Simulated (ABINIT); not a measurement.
Crystal: NaI.

```
I Na
1.0
     0.00000    3.23640    3.23640
     3.23640    0.00000    3.23640
     3.23640    3.23640    0.00000
I Na
1 1
Direct
  0.50000 0.50000 0.50000
  0.00000 0.00000 0.00000
```

Base run:

- Program: ABINIT 10.8.3 (patched build)
- Functional: PBEsol
- Potentials or basis: SPMS NC PBE v1.0
- Cutoff: 599 eV
- k mesh: 6 × 6 × 6
- Occupations: fixed
- Spin: no spin polarisation

Its results: band gap on the k mesh 3.49 eV, direct; pressure -0.3 GPa.

After a change of settings the same cell gave: band gap on the k mesh 3.63 eV, direct; pressure 0.4 GPa. Which change was it?
A. functional from PBEsol to HSE06
B. functional from PBEsol to PBE0
C. functional from PBEsol to PBE

C.

PBE binds less tightly than PBEsol, so the same cell stands under more pressure.

Caveats: spin-orbit coupling is left out, which moves the levels of the heavy elements; the potentials were made for another functional, which shifts forces and pressure (some runs).

Not every run made on this cell is shown here.
